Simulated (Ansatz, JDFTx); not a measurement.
This is a calculation of CdS (Greenockite) for Ansatz 0.2.0. 

File input.yaml:

```yaml
crystal:
  lattice:
    - [4.15, 0.0, 0.0]
    - [-2.075, 3.5940054257, 0.0]
    - [0.0, 0.0, 6.737]
  atoms:
    - { symbol: Cd, position: [0.6666666667, 0.3333333333, 0.5] }
    - { symbol: Cd, position: [0.3333333333, 0.6666666667, 0.0] }
    - { symbol: S, position: [0.6666666667, 0.3333333333, 0.875] }
    - { symbol: S, position: [0.3333333333, 0.6666666667, 0.375] }
hamiltonian:
  xc: rpbe
  pseudopotentials: { kind: paw }
kpoints:
  mp_grid: { grid: [7, 7, 4] }
scf:
  occupations: { method: gaussian, width: 0.02 }
output:
  forces: true
  stress: true
  eigenvalues: true
```

Potentials or basis: Ansatz PAW.

Launch:

```bash
$ ansatz run input.yaml --threads 2 --pin off --max-ram 5632MiB --backend cpu --events-out ev --progress --plain --runs-dir out
```

What does the same run look like in JDFTx 1.7.0 (patched build)? Potentials or basis there: PseudoDojo-SR-PBE-0.5-standard with smoothed tails, cutoff 1388 eV.

As run (cutoffs and basis follow the program's own potentials, and thresholds, step limits or extra output files can differ):

File CdS.in:

```
include CdS.lattice
coords-type Lattice
include CdS.ionpos

ion-species pseudo/Cd.upf
ion-species pseudo/S.upf
elec-cutoff 51 408
elec-ex-corr gga-x-rpbe gga-c-pbe
kpoint-folding 7 7 4
elec-smearing Gauss 0.00036749322
elec-n-bands 34
electronic-SCF nIterations 100 energyDiffThreshold 1e-09
electronic-minimize nIterations 30 energyDiffThreshold 1e-7
converge-empty-states yes
forces-output-coords Cartesian

dump-name run.$VAR
dump End Ecomponents EigStats BandEigs Kpoints Forces Stress
```

Contents of CdS.lattice:

```
lattice \
    7.8423634172    -3.9211817086     0.0000000000 \
    0.0000000000     6.7916859450     0.0000000000 \
    0.0000000000     0.0000000000    12.7310849016
```

Contents of CdS.ionpos:

```
ion Cd     0.6666666667     0.3333333333     0.5000000000 1
ion Cd     0.3333333333     0.6666666667     0.0000000000 1
ion S      0.6666666667     0.3333333333     0.8750000000 1
ion S      0.3333333333     0.6666666667     0.3750000000 1
```

Potentials or basis: PseudoDojo-SR-PBE-0.5-standard with smoothed tails.

The run is started by

```bash
$ jdftx -c 1 -i CdS.in -o CdS.out
```

Both were run:

|  | Ansatz | JDFTx |
| --- | --- | --- |
| Pressure | 4.3 GPa | 4.2 GPa |
| Largest force | 0.070 eV/Å | 0.070 eV/Å |

Ansatz's pressure holds a Pulay term of +0.04 GPa for its cutoff of 420 eV, which the other run lacks.

Ansatz's potentials were made for PBE. JDFTx's potentials were made for PBE.

Where Ansatz's input types no cutoff or centring, it takes its own default and a Γ-centred mesh.

Pressure is positive in compression.
